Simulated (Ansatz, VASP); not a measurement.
## Two plane-wave programs on GaP2

```
Ga P
1.0
     0.00000    3.27593    3.27593
     3.27593    0.00000    3.27593
     3.27593    3.27593    0.00000
Ga P
1 2
Direct
  0.50000 0.50000 0.50000
  0.25000 0.25000 0.25000
  0.00000 0.00000 0.00000
```

Alike in both runs: task single point; functional PBE; k mesh 4 × 4 × 4; occupations gaussian, width 0.1 eV; no spin polarisation.

```csv
,VASP,Ansatz
version,VASP 6.6.1,Ansatz 0.2.0
potentials or method,"VASP PAW PBE potentials, release 64 (Ga_d, P)","scalar-relativistic, plane waves, PAW"
plane-wave cutoff (eV),520,420
valence electrons in the cell,23,23
```

|  | VASP | Ansatz | Ansatz less VASP |
| --- | --- | --- | --- |
| gap on the k mesh at the Fermi level (eV) | none | none | - |
| pressure (GPa) | -8.0 | -8.0 | +0.02 |

A gap of «none» marks a metal or a gap that the smearing closes.

Caveats: the k mesh is coarse (spacing up to 0.42 Å⁻¹), so the values aren't converged.
